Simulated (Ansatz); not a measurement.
# N (P6_3/mmc) in Ansatz: reference runs

Reference runs on N: the cell as given and a disturbed copy.

Program: Ansatz 0.2.0. These are calculated values, not measurements. Logs are shortened: lines on timing, memory, paths and dates and some standing lists are left out, and cuts for length are marked.

### 1 Starting point

Symmetry: P6_3/mmc, No. 194, hexagonal system. Conventional cell: a = 2.519 Å, b = 2.519 Å, c = 2.446 Å, α = 90.00°, β = 90.00°, γ = 120.00°. N (site symmetry -6m2) has 6 N at 1.90 Å as nearest neighbours.

The real solid is made of molecules; this cell is a model form.

### 2 Single point, PBE

Input file input.yaml:

```yaml
crystal:
  lattice:
    - [2.5194737886, 0.0, 0.0]
    - [-1.2597368943, 2.1819283051, 0.0]
    - [0.0, 0.0, 2.446002]
  atoms:
    - { symbol: "N", position: [0.3333333333, 0.6666666667, 0.75] }
    - { symbol: "N", position: [0.6666666667, 0.3333333333, 0.25] }
kpoints:
  mp_grid: { grid: [12, 12, 11] }
scf:
  occupations: { method: fermi_dirac, width: 0.05 }
hamiltonian:
  xc: pbe
  pseudopotentials: { kind: all_electron, lapw: { basis_error: 0.001 } }
output:
  forces: true
  stress: true
  eigenvalues: true
  populations: true
```

Potentials or basis: all-electron LAPW, scalar-relativistic.

On the command line:

```bash
$ ansatz run input.yaml --threads 1 --pin off --max-ram 2560MiB --backend cpu --events-out ev --progress --plain --runs-dir out
```

Log:

```text
Warning: RAYON_NUM_THREADS=1 ignored (pool sized by the plan → 1); use --threads N
N: projections on atomic orbitals take those of the free atom 1s2 2s2 2p3, of charge +0.00 (hamiltonian.pseudopotentials.projection_atoms)
LAPW: plane waves up to 9.526 Å⁻¹, error target 1.0e-3 eV per atom; small_component_spin mean_spin; N in spheres of 0.950 Å, 7 of its electrons in bands, Dirac shells [] (how accurate: hamiltonian.pseudopotentials.lapw.basis_error, Limitations)
Engine: ansatz 0.2.0, x86_64-unknown-linux-gnu
Pseudopotentials: kind: all_electron
Pseudopotential: N, LAPW, valence charge 7, lapw/all_electron/scalar/gaussian/N, Koelling and Harmon's equation, gaussian nucleus
Functional definition: PBE
  parameter kappa = 0.804
  parameter beta = 0.06672455060314922
  exchange = pbe_x(kappa = kappa, mu = beta*pi^2/3)
  correlation = pbe_c(beta = beta)
Crystal: 2 atoms, lattice volume = 13.446 Å³
Basis set: ecut = 345.7636513097543 eV, 199 PW (Γ), exchange–correlation at level 2
Bands: 11, of which v1, the nominal top of the filled ones, is band 7 counted from 1 (6 counted from 0)
Symmetry: 24 space group operations
Space group: P63/mmc (ITA 194), of the structure as read, at distance tolerance 2.4e-5 Å
k-points: 114 of 1584
Non-local potential: N, projectors of the file, none
Initial density: superposition of atomic densities (chi_scale 0.1, normalization cell)
Initial wavefunctions: plane waves of lowest kinetic energy (no species holds an atomic orbital)
Functional: x = pbe(κ = 0.804, μ = 0.2195149727645171), c = pbe(β = 0.06672455060314922)
iter 1 solved again at ethr=3.96e-4 eV; its pass at ethr=1.00e-1 eV (dr2=5.55e-2 eV) is discarded
SCF iter   1: F=—  HF=-2972.885600 eV  |F-HF|=—  |Δ(HF+E_count)|=         —  Δρ=2.69e-2  dr2=5.53e-2  ethr=3.96e-4  ⟨swp⟩=2.6  Hψ=9791  notcnv=0
preconditioner: auto → none  [metal: Δε(μ)=0.006 eV  Ē_g=15.158 eV  σ=0.050 eV  W_gap=0.03  n_scr=2 (ndim 8)  ℏωp=32.0 eV  f_vac=0.000  D(μ)=1.13/eV (n_scr^D=20)  sad-step TF]
SCF iter   2: F=—  HF=-2972.890055 eV  |F-HF|=—  |Δ(HF+E_count)|=   4.45e-3  Δρ=1.75e-2  dr2=2.59e-2  ethr=3.95e-4  ⟨swp⟩=2.0  Hψ=3691  notcnv=0
iter 3 solved again at ethr=1.15e-6 eV; its pass at ethr=1.85e-4 eV (dr2=1.61e-4 eV) is discarded
SCF iter   3: F=—  HF=-2972.895170 eV  |F-HF|=—  |Δ(HF+E_count)|=   5.12e-3  Δρ=1.23e-3  dr2=1.60e-4  ethr=1.15e-6  ⟨swp⟩=2.0  Hψ=6614  notcnv=0
SCF iter   4: F=—  HF=-2972.895447 eV  |F-HF|=—  |Δ(HF+E_count)|=   2.77e-4  Δρ=1.21e-4  dr2=1.59e-6  ethr=1.14e-6  ⟨swp⟩=3.0  Hψ=3881  notcnv=0
SCF iter   5: F=-2972.895455 eV  HF=-2972.895455 eV  |F-HF|=4.69e-8  |Δ(HF+E_count)|=   8.64e-6  Δρ=1.93e-5  dr2=1.38e-8  ethr=1.13e-8  ⟨swp⟩=2.6  Hψ=3884  notcnv=0
SCF 1 converged in 5 iterations: F = -2972.895455 eV  dr2 = 1.38e-8
SCF converged after 5 iterations
Free energy (F): -2972.895455 eV
Harris-Foulkes:  -2972.895455 eV  (|F-HF|=4.69e-8)
Internal energy: -2972.886895 eV  (E = F + TS)
E sigma→0 (E₀):  -2972.891175 eV
Entropy (-TS):   -0.008560 eV (-4.280 meV/atom)
Fermi energy:    10.445873 eV
--- Per-component energies (eV) ---
  E_band       = -1455.198630
  E_kinetic    = 2967.911373
  E_xc         = -366.976999
  E_electrostatic = -5573.821269  (all electrons and nuclei)
  E_smearing   = -0.008560  (= −TS)
  E_closure    = 0.000000  (closes the sum)
  E_atoms      = -2963.485030  (free atoms, spherical and without spin; not in F)
  Σ components = -2972.895455   (vs F -2972.895455, Δ=0.00e0)
  Basis errors (estimates in eV, not in F): energy 3.9e-4 per atom: plane waves 3.8e-4 (2.1e-4 summed), levels above the bands 2.5e-154, relativity 3.8e-8, radial functions 7.3e-6, core shells 0.0e0; eigenvalues (radial functions only) 3.4e-5; not estimated: angular momenta, meshes, grids; target (lapw.basis_error) 1.0e-3; muffin-tin radii N 0.950 Å
--- Forces (eV/Å), atoms counted from 1 ---
  atom   1  N      0.00000000     0.00000000     0.00000000
  atom   2  N     -0.00000000    -0.00000000     0.00000000
  max |Σ_I F_I| component: 2.78e-17 eV/Å
--- Stress (GPa, compression-positive) ---
       14.114746      -0.000000       0.000000
       -0.000000      14.114746       0.000000
        0.000000       0.000000       1.876802
  P = ⅓ Tr σ = 10.0354 GPa (100.354 kbar)
--- Band table (eV; the first three rows and the last of 114) ---
  k-point 0: bands = ["-368.8122", "-368.8121", "-11.6211", "4.6905", "5.6487", "8.0811", "8.0811", "13.2618", "13.2618", "16.5882", "25.0386"]
  k-point 1: bands = ["-368.8122", "-368.8121", "-11.4539", "2.9718", "7.0685", "8.1997", "8.1997", "13.2055", "13.2055", "16.3938", "25.6792"]
  k-point 2: bands = ["-368.8122", "-368.8121", "-10.9538", "0.6965", "8.5476", "8.5476", "8.5484", "13.0198", "13.0198", "15.8477", "27.4359"]
  k-point 113: bands = ["-368.8122", "-368.8122", "-2.2332", "-2.2332", "2.1359", "2.1359", "5.7557", "7.4710", "16.4083", "16.4083", "30.5522"]
--- Löwdin populations: 2 sites ---
  site symbol       q [e]
     0      N      6.9834
     1      N      6.9834
  spilling = 0.002378 (of n_electrons = 14.000000)
```

Wall time 5.5 s (1 thread of Intel Xeon Platinum 8488C (Sapphire Rapids), shared host); peak memory 0.36 GiB.

Results:

* Free energy: -2972.8955 eV
* Pressure: 10.0 GPa
* Band gap on the k mesh: none (metal or under the smearing width)

Levels at points of the mesh, in eV from the Fermi level:
```csv
k point,band 4,band 5,band 6,band 7,band 8,band 9,band 10,band 11
"(0.00, 0.00, 0.00)",-5.76,-4.80,-2.36,-2.36,2.82,2.82,6.14,14.59
"(0.00, -0.50, 0.00)",-14.50,-5.00,-2.26,-1.51,1.71,2.71,5.08,13.67
```

### 3 Single point, PBE (atoms moved at random, drawn with an rms of 0.05 Å)

Changes to input.yaml since step 2:

```diff
@@ -6,4 +6,4 @@
   atoms:
-    - { symbol: "N", position: [0.3333333333, 0.6666666667, 0.75] }
-    - { symbol: "N", position: [0.6666666667, 0.3333333333, 0.25] }
+    - { symbol: "N", position: [0.328984, 0.660232, 0.736061] }
+    - { symbol: "N", position: [0.671618, 0.332904, 0.258587] }
 kpoints:
```

Potentials or basis: all-electron LAPW, scalar-relativistic.

On the command line:

```bash
$ ansatz run input.yaml --threads 1 --pin off --max-ram 2560MiB --backend cpu --events-out ev --progress --plain --runs-dir out
```

Log:

```text
Warning: RAYON_NUM_THREADS=1 ignored (pool sized by the plan → 1); use --threads N
N: projections on atomic orbitals take those of the free atom 1s2 2s2 2p3, of charge +0.00 (hamiltonian.pseudopotentials.projection_atoms)
LAPW: plane waves up to 9.779 Å⁻¹, error target 1.0e-3 eV per atom; small_component_spin mean_spin; N in spheres of 0.925 Å, 7 of its electrons in bands, Dirac shells [] (how accurate: hamiltonian.pseudopotentials.lapw.basis_error, Limitations)
[... 8 set-up lines as earlier in the session ...]
Crystal: 2 atoms, lattice volume = 13.446 Å³
Basis set: ecut = 364.37567155612817 eV, 211 PW (Γ), exchange–correlation at level 2
[... 32 lines left out ...]
  E_closure    = 0.000000  (closes the sum)
  E_atoms      = -2963.485030  (free atoms, spherical and without spin; not in F)
  Σ components = -2972.956682   (vs F -2972.956682, Δ=0.00e0)
  Basis errors (estimates in eV, not in F): energy 4.1e-4 per atom: plane waves 3.9e-4 (2.2e-4 summed), levels above the bands 1.7e-153, relativity 4.3e-8, radial functions 2.7e-5, core shells 0.0e0; eigenvalues (radial functions only) 2.0e-5; not estimated: angular momenta, meshes, grids; target (lapw.basis_error) 1.0e-3; muffin-tin radii N 0.925 Å
--- Forces (eV/Å), atoms counted from 1 ---
  atom   1  N     -0.12651755    -0.08640898    -2.18465643
  atom   2  N      0.12651755     0.08640898     2.18465643
  max |Σ_I F_I| component: 0.00e0 eV/Å
--- Stress (GPa, compression-positive) ---
       10.691039      -2.247060       0.614738
       -2.247060      14.325323       0.479505
        0.614738       0.479505       6.407918
  P = ⅓ Tr σ = 10.4748 GPa (104.748 kbar)
--- Band table (eV; the first three rows and the last of 794) ---
  k-point 0: bands = ["-368.7935", "-368.7934", "-11.6351", "4.7147", "5.6887", "7.9332", "8.1985", "13.0974", "13.4516", "16.5172", "25.1662"]
  k-point 1: bands = ["-368.7935", "-368.7934", "-11.4688", "3.0032", "7.1002", "8.0534", "8.3133", "13.0514", "13.3878", "16.3348", "25.7952"]
  k-point 2: bands = ["-368.7935", "-368.7934", "-10.9716", "0.7311", "8.4052", "8.5754", "8.6489", "12.8965", "13.1804", "15.8125", "27.5280"]
  k-point 793: bands = ["-368.7935", "-368.7935", "-3.6170", "-2.3328", "1.3584", "2.6986", "8.8068", "10.5501", "13.9708", "14.9015", "29.3302"]
--- Löwdin populations: 2 sites ---
  site symbol       q [e]
     0      N      6.9832
     1      N      6.9832
  spilling = 0.002399 (of n_electrons = 14.000000)
```

Wall time 34 s (1 thread of Intel Xeon Platinum 8488C (Sapphire Rapids), shared host); peak memory 0.77 GiB.

Results:

| Property | Result |
| --- | --- |
| Free energy | -2972.9567 eV |
| Pressure | 10.5 GPa |
| Largest force | 2.190 eV/Å |
| Band gap on the k mesh | none (metal or under the smearing width) |

Forces in eV/Å, atoms in the order of the input:
```
N   -0.127 -0.086 -2.185
N    0.127  0.086  2.185
```
